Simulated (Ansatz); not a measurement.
# BaTiO3 (P1) in Ansatz: settings compared

One crystal, BaTiO3, is run at these levels: PBE+D3(BJ), PBE, PBEsol+U, r2SCAN+D3(BJ); tasks: relaxation of cell and atoms, single point.

All numbers are computed with Ansatz 0.2.0; they aren't measurements. Logs are shortened: lines on timing, memory, paths and dates and some standing lists are left out, and cuts for length are marked.

## (1) Starting point

The typed cell holds 5 atoms: a = 4.000 Å, b = 4.000 Å, c = 4.018 Å, α = 90.00°, β = 90.00°, γ = 90.00°.

## (2) Relaxation of cell and atoms, PBE+D3(BJ)

Contents of input.yaml:

```yaml
crystal:
  lattice:
    - [3.9998, 0.0, 0.0]
    - [0.0, 3.9998, 0.0]
    - [0.0, 0.0, 4.018]
  atoms:
    - { symbol: Ba, position: [0.9955672, 0.99064074, 0.00350343] }
    - { symbol: Ti, position: [0.50253669, 0.49192337, 0.46876577] }
    - { symbol: O, position: [0.47921894, 0.51432389, 0.00640652] }
    - { symbol: O, position: [0.50273092, 0.003299, 0.50938249] }
    - { symbol: O, position: [0.01994626, 0.499813, 0.5399418] }
hamiltonian:
  xc: pbe
  pseudopotentials: { kind: paw }
  dispersion: d3bj
kpoints:
  mp_grid: { grid: [7, 7, 7] }
scf:
  occupations: { method: fermi_dirac, width: 0.05 }
output:
  forces: true
  stress: true
  eigenvalues: true
relax:
  f_tol: 0.01
  max_steps: 40
  cell: { stress_tol: 0.05 }
```

Potentials or basis: Ansatz PAW.

Command:

```bash
$ ansatz run input.yaml --threads 2 --pin off --max-ram 5632MiB --backend cpu --events-out ev --progress --plain --runs-dir out
```

Output:

```text
Warning: RAYON_NUM_THREADS=2 ignored (pool sized by the plan → 2); use --threads N
Engine: ansatz 0.2.0, x86_64-unknown-linux-gnu
Pseudopotentials: kind: paw
Pseudopotential: Ba, paw, valence charge 10, recommended cutoff 420 eV (normal), Ba.paw.azcp
Pseudopotential: Ti, paw, valence charge 12, recommended cutoff 420 eV (normal), Ti.paw.azcp
Pseudopotential: O, paw, valence charge 6, recommended cutoff 420 eV (normal), O.paw.azcp
Functional definition: PBE
  parameter kappa = 0.804
  parameter beta = 0.06672455060314922
  exchange = pbe_x(kappa = kappa, mu = beta*pi^2/3)
  correlation = pbe_c(beta = beta)
Crystal: 5 atoms, lattice volume = 64.282 Å³
Basis set: ecut = 420 eV, 1237 PW (Γ), exchange–correlation on 54×54×54 points (8 copies of the dense FFT grid, shifted against one another)
Bands: 25, of which v1, the nominal top of the filled ones, is band 20 counted from 1 (19 counted from 0)
Symmetry: 1 space group operations
Space group: P1 (ITA 1), of the structure as read, at distance tolerance 4.0e-5 Å
k-points: 172 of 343 (time reversal used)
Non-local potential: Ba, projectors of the file, l = 0: 3, l = 1: 2, l = 2: 2, l = 3: 2
Non-local potential: Ti, projectors of the file, l = 0: 3, l = 1: 2, l = 2: 3, l = 3: 1
Non-local potential: O, projectors of the file, l = 0: 2, l = 1: 2, l = 2: 1
PAW form: soft (Blöchl's): semilocal exchange-correlation on the pseudo side does not see the compensation charge
PAW one-centre angular grid: Ba, 194 points (default); XC on 64 Gauss nodes
PAW one-centre angular grid: Ti, 590 points (default); XC on 64 Gauss nodes
PAW one-centre angular grid: O, 110 points (default); XC on 64 Gauss nodes
Initial density: superposition of atomic densities (neutral atoms: chi_scale 0, normalization atom), corrected by the library's trained network
Initial wavefunctions: pseudopotential atomic-orbital guess
Functional: x = pbe(κ = 0.804, μ = 0.2195149727645171), c = pbe(β = 0.06672455060314922)
SCF iter   1: F=—  HF=-10160.729919 eV  |F-HF|=—  |Δ(HF+E_count)|=         —  Δρ=1.70e-3  dr2=1.39e-3  ethr=1.77e-3  ⟨swp⟩=6.0  Hψ=21401  notcnv=0
preconditioner: auto → Resta (q_TF=auto, 2.521 Å⁻¹)  ε∞=5.8  [insulator: Δε(μ)=1.987 eV  Ē_g=11.903 eV  σ=0.050 eV  W_gap=1.00  n_scr=18 (ndim 8)  ℏωp=26.2 eV  f_vac=0.000  D(μ)=0.00/eV (n_scr^D=0)  ε∞_Penn≈5.8]
SCF iter   2: F=—  HF=-10160.730240 eV  |F-HF|=—  |Δ(HF+E_count)|=   3.21e-4  Δρ=8.48e-4  dr2=3.72e-4  ethr=3.47e-6  ⟨swp⟩=2.1  Hψ=8431  notcnv=0
SCF iter   3: F=—  HF=-10160.730396 eV  |F-HF|=—  |Δ(HF+E_count)|=   1.56e-4  Δρ=1.20e-4  dr2=1.60e-5  ethr=9.29e-7  ⟨swp⟩=2.8  Hψ=7074  notcnv=0
SCF iter   4: F=—  HF=-10160.730398 eV  |F-HF|=—  |Δ(HF+E_count)|=   1.45e-6  Δρ=4.55e-5  dr2=1.04e-6  ethr=4.00e-8  ⟨swp⟩=2.0  Hψ=7457  notcnv=0
SCF iter   5: F=—  HF=-10160.730398 eV  |F-HF|=—  |Δ(HF+E_count)|=   1.70e-7  Δρ=1.67e-5  dr2=1.55e-7  ethr=2.61e-9  ⟨swp⟩=2.1  Hψ=7412  notcnv=0
[... 146 lines left out ...]
basis re-selected at this cell: Δ(F+E_penalty+E_count) = -8.990e-5 eV, ΔP = +0.001 GPa vs the last step (what re-selecting the basis moved, of the pressure what is left beyond the Pulay correction that the steps carried, after the strain that the cell walked since its last selection, with what the two solves' SCF thresholds leave and, on support functions, any second-order correction that the steps lacked; it is no measure of the basis error at this ecutwfc). This SCF's stress stands 6.90e-3 GPa from its target on what of the cell is left free (relax.cell.stress_tol is 5.00e-2 GPa) and its largest allowed force component is 1.89e-4 eV/Å (relax.f_tol is 1.00e-2 eV/Å): within both
SCF converged after 7 iterations
Free energy (F): -10160.921848 eV
Harris-Foulkes:  -10160.921848 eV  (|F-HF|=1.09e-11)
Internal energy: -10160.921848 eV  (E = F + TS)
E sigma→0 (E₀):  -10160.921848 eV
Fermi energy:    11.313900 eV
--- Per-component energies (eV) ---
  E_band       = -145.628248
  E_kinetic    = 970.914772
  E_local      = -2131.709612  (includes V_loc(G=0)·N_el)
  E_nonlocal   = 203.907423
  E_hartree    = 833.514275
  E_xc         = -491.569894
  E_vxc        = -546.257121  (∫ρ·V_xc dr)
  E_paw        = -6744.905592  (= ΣΔE_a)
  E_vpaw       = -309.519483  (= ΣTr[D̂ρ^β])
  E_aug_tail   = 0.007275  (compensation charges beyond the density's cutoff)
  E_ewald      = -2799.770688
  E_disp       = -1.309807  (pairwise vdW)
  E_smearing   = -0.000000  (= −TS)
  E_closure    = 0.000000  (closes the sum)
  Σ components = -10160.921848   (vs F -10160.921848, Δ=0.00e0)
--- Forces (eV/Å), atoms counted from 1 ---
  atom   1  Ba    -0.00018081    -0.00016661    -0.00010149
  atom   2  Ti    -0.00000602     0.00005187     0.00018936
  atom   3  O      0.00005792     0.00002394    -0.00002740
  atom   4  O     -0.00003773     0.00015624    -0.00003702
  atom   5  O      0.00017023    -0.00006185    -0.00002386
  max |Σ_I F_I| component: 3.59e-6 eV/Å
--- Stress (GPa, compression-positive) ---
        0.004346       0.002104       0.001143
        0.002104       0.004686       0.001149
        0.001143       0.001149      -0.002621
  P = ⅓ Tr σ = 0.0021 GPa (0.021 kbar)
--- Band table (eV; the first three rows and the last of 172) ---
  k-point 0: bands = ["-46.1460", "-22.4110", "-22.4105", "-22.4067", "-14.5621", "-6.6663", "-6.0024", "-6.0018", "0.2519", "0.2525", "0.2527", "7.9050", "7.9055", "7.9060", "8.7677", "8.7684", "9.0198", "9.5682", "9.7011", "9.7013", "12.5243", "12.5273", "12.6876", "14.5895", "14.5899"]
  k-point 1: bands = ["-46.1458", "-22.4196", "-22.4101", "-22.4071", "-14.5411", "-6.6771", "-5.9958", "-5.9888", "0.2808", "0.2821", "0.3263", "7.5681", "7.8507", "7.8614", "8.5718", "8.5886", "8.8936", "9.2547", "9.6148", "9.6527", "12.5569", "12.8195", "12.8207", "14.5868", "15.0639"]
  k-point 2: bands = ["-46.1455", "-22.4405", "-22.4092", "-22.4065", "-14.4931", "-6.7603", "-5.9822", "-5.8875", "0.3460", "0.3506", "0.4912", "6.8663", "7.6728", "7.6919", "8.2799", "8.2950", "8.6146", "8.7889", "9.3778", "9.4366", "12.6247", "13.3247", "13.4301", "14.5776", "15.7764"]
  k-point 171: bands = ["-46.1449", "-22.4555", "-22.4177", "-22.4150", "-14.4260", "-6.6893", "-5.9417", "-5.8233", "0.2316", "0.3876", "0.5663", "6.2690", "7.0700", "7.4559", "7.5821", "7.8318", "8.5420", "8.9896", "9.1565", "9.2163", "13.1101", "13.8172", "13.9150", "15.2592", "16.5683"]
--- Relaxed structure (10 steps of the walk, 9 accepted, 2 SCFs on fresh bases) ---
  F+E_penalty+E_count = -10160.92184849 eV   max|allowed force component| = 1.894e-4 eV/Å   (the final SCF, on the basis selected at the relaxed cell)
  cell:  # Å, volume = 64.8687 Å³
    - [4.017621732970316, 0.006489138408649262, 0.006564909019504771]
    - [0.006489138408649262, 4.017643285610215, 0.00656741867707165]
    - [0.006594780849134999, 0.006597301926214783, 4.01881619717176]
  atoms:
    - { symbol: Ba, position: [0.9930246247585437, 0.993021586814193, -0.0014608424515508505] }
    - { symbol: Ti, position: [0.48048961604104967, 0.48048403000477, 0.48590802593332755] }
    - { symbol: O, position: [0.5062824215572845, 0.5062846549322683, 0.019623347453947067] }
    - { symbol: O, position: [0.5063279363030165, 0.01387923592823797, 0.5119647058457795] }
    - { symbol: O, position: [0.013875411340105823, 0.5063304923205314, 0.5119647732184968] }
```

It took 3.3 min on 2 threads of Intel Xeon Platinum 8259CL at 2.50GHz (Skylake/Cascade Lake), shared host; peak memory 0.69 GiB.

Results:

```
Free energy                            : -10160.9218 eV
Relaxed volume                         : 12.97 Å³/atom
Relaxed cell                           : a = 4.018 Å, b = 4.018 Å, c = 4.019 Å, α = 89.81°, β = 89.81°, γ = 89.81°
Space group after relaxing (to 0.05 Å) : R3m (No. 160)
Energy gained by relaxing              : 38.3 meV/atom
Ionic steps                            : 11
Pressure after relaxing                : 0.0 GPa
Band gap on the k mesh                 : 2.50 eV, indirect (least direct gap 2.82 eV)
```

Step by step:
```csv
step,energy change (eV),largest force (eV/Å),volume (Å³)
1,0.0000,1.3151,64.28
2,0.0009,1.3325,65.34
3,-0.1713,0.2451,64.63
4,-0.1802,0.1555,64.49
5,-0.1828,0.1476,64.70
6,-0.1876,0.0680,64.80
7,-0.1895,0.0070,64.83
8,-0.1894,0.0019,64.85
9,-0.1914,0.0019,64.85
10,-0.1914,0.0003,64.87
11,-0.1915,0.0003,64.87
```

Final structure:
```
Ba Ti O
1.0
     4.01762    0.00649    0.00656
     0.00649    4.01764    0.00657
     0.00659    0.00660    4.01882
Ba Ti O
1 1 3
Cartesian
  3.9960 3.9960 0.0072
  1.9367 1.9367 1.9591
  2.0375 2.0375 0.0855
  2.0377 0.0624 2.0609
  0.0624 2.0377 2.0609
```

Caveat: odd divisions of the mesh miss points on the zone boundary, where band edges often lie, so the gap on the mesh can be too wide; the plane-wave basis is chosen anew once the cell has moved, so the energies of steps on either side of that aren't comparable; the pressure holds a Pulay correction of +0.5 GPa for the finite cutoff; spin-orbit coupling is left out, which moves the levels of the heavy elements. Zero-point motion and thermal expansion aren't in these numbers.

## (3) Single point, PBE

Changes to input.yaml since step 2:

```diff
@@ -14,3 +14,2 @@
   pseudopotentials: { kind: paw }
-  dispersion: d3bj
 kpoints:
@@ -19,2 +18,4 @@
   occupations: { method: fermi_dirac, width: 0.05 }
+basis:
+  ecutwfc: "300 eV"
 output:
@@ -23,5 +24 @@
   eigenvalues: true
-relax:
-  f_tol: 0.01
-  max_steps: 40
-  cell: { stress_tol: 0.05 }
```

Potentials or basis: Ansatz PAW.

Command:

```bash
$ ansatz run input.yaml --threads 2 --pin off --max-ram 5632MiB --backend cpu --events-out ev --progress --plain --runs-dir out
```

Run time: 7.9 s. Hardware: 2 threads of Intel Xeon Platinum 8259CL at 2.50GHz (Skylake/Cascade Lake), shared host; peak memory 0.54 GiB.

The run converged. Its results:

- Free energy: -10157.8564 eV
- Pressure: 2.4 GPa
- Largest force: 1.434 eV/Å
- Band gap on the k mesh: 1.98 eV, indirect (least direct gap 2.21 eV)

Forces in eV/Å, atoms in the order of the input:
```
Ba   0.175  0.171 -0.394
Ti  -0.639 -0.188  0.386
O    0.763 -0.282  1.181
O    0.323  0.325 -0.299
O   -0.622 -0.026 -0.874
```

Stress tensor (GPa, compression positive):
```
 1.81 -0.08  0.12
-0.08  2.48  0.66
 0.12  0.66  2.98
```

Levels at points of the mesh, in eV from the valence-band top:
| k point | band 17 | band 18 | band 19 | band 20 | band 21 | band 22 | band 23 | band 24 |
| --- | --- | --- | --- | --- | --- | --- | --- | --- |
| (0.00, 0.00, 0.00) | -1.17 | -0.44 | -0.33 | -0.23 | 1.98 | 2.35 | 2.65 | 4.16 |

Caveat: odd divisions of the mesh miss points on the zone boundary, where band edges often lie, so the gap on the mesh can be too wide; the pressure holds a Pulay correction of +23.9 GPa for the finite cutoff; spin-orbit coupling is left out, which moves the levels of the heavy elements; forces of over 1 eV/Å show positions far from the minimum, so gaps and moduli don't describe the material at rest; the cutoff lies under the one recommended for these potentials. A k mesh can miss the band edges.

## (4) Relaxation of cell and atoms, PBEsol+U

Changes to input.yaml since step 3:

```diff
@@ -12,4 +12,5 @@
 hamiltonian:
-  xc: pbe
+  xc: pbesol
   pseudopotentials: { kind: paw }
+  hubbard: { sites: [{ species: Ti, l: d, u_eff: 5.0 }] }
 kpoints:
@@ -18,4 +19,2 @@
   occupations: { method: fermi_dirac, width: 0.05 }
-basis:
-  ecutwfc: "300 eV"
 output:
@@ -24 +23,9 @@
   eigenvalues: true
+  write_density: true
+  write_potential: true
+  elf: true
+  volumetric_format: npy
+relax:
+  f_tol: 0.01
+  max_steps: 40
+  cell: { stress_tol: 0.05 }
```

Command:

```bash
$ ansatz run input.yaml --threads 2 --pin off --max-ram 5632MiB --backend cpu --events-out ev --progress --plain --runs-dir out
```

Wall time 3.1 min (2 threads of Intel Xeon Platinum 8259CL at 2.50GHz (Skylake/Cascade Lake), shared host); peak memory 0.85 GiB.

It converged, with:

```yaml
Free_energy: -10023.1367 eV
Relaxed_volume: 12.64 Å³/atom
Relaxed_cell: a = 3.983 Å, b = 3.983 Å, c = 3.983 Å, α = 90.00°, β = 90.00°, γ = 90.00°
Space_group_after_relaxing_to_0.05_Å: Pm-3m (No. 221)
Energy_gained_by_relaxing: 40.3 meV/atom
Ionic_steps: 8
Pressure_after_relaxing: 0.0 GPa
Band_gap_on_the_k_mesh: 2.45 eV, indirect (least direct gap 2.53 eV)
```

Step by step:
| step | energy change (eV) | largest force (eV/Å) | volume (Å³) |
| --- | --- | --- | --- |
| 1 | 0.0000 | 1.2548 | 64.28 |
| 2 | -0.0197 | 1.2993 | 64.74 |
| 3 | -0.2002 | 0.0219 | 62.33 |
| 4 | -0.2005 | 0.0052 | 63.71 |
| 5 | -0.2050 | 0.0024 | 63.21 |
| 6 | -0.2013 | 0.0024 | 63.21 |
| 7 | -0.2015 | 0.0006 | 63.18 |
| 8 | -0.2014 | 0.0006 | 63.18 |

Final structure:
```
Ba Ti O
1.0
     3.98283    0.00000    0.00000
     0.00000    3.98280    0.00000
     0.00000    0.00000    3.98285
Ba Ti O
1 1 3
Cartesian
  3.9826 3.9825 0.0224
  1.9908 1.9907 2.0141
  1.9916 1.9916 0.0221
  1.9917 0.0005 2.0136
  0.0005 1.9917 2.0136
```

Levels at points of the mesh, in eV from the valence-band top:
```
           k point  band 18  band 19  band 20  band 21  band 22  band 23
(0.00, 0.00, 0.00)    -0.08    -0.08    -0.08     2.45     2.45     2.45
```

Eigenvalues of the final occupation matrices:
| site | spin | trace | eigenvalues |
| --- | --- | --- | --- |
| site 1 | 1 | 1.08 | 0.17 0.17 0.17 0.29 0.29 |

Caveat: odd divisions of the mesh miss points on the zone boundary, where band edges often lie, so the gap on the mesh can be too wide; the plane-wave basis is chosen anew once the cell has moved, so the energies of steps on either side of that aren't comparable; the pressure holds a Pulay correction of +0.6 GPa for the finite cutoff; spin-orbit coupling is left out, which moves the levels of the heavy elements; the PAW data sets come from PBE, with cores solved anew for the run's functional, which leaves a small shift of forces and pressure. A k mesh can miss the band edges.

(Continued in part 2 of 2.)
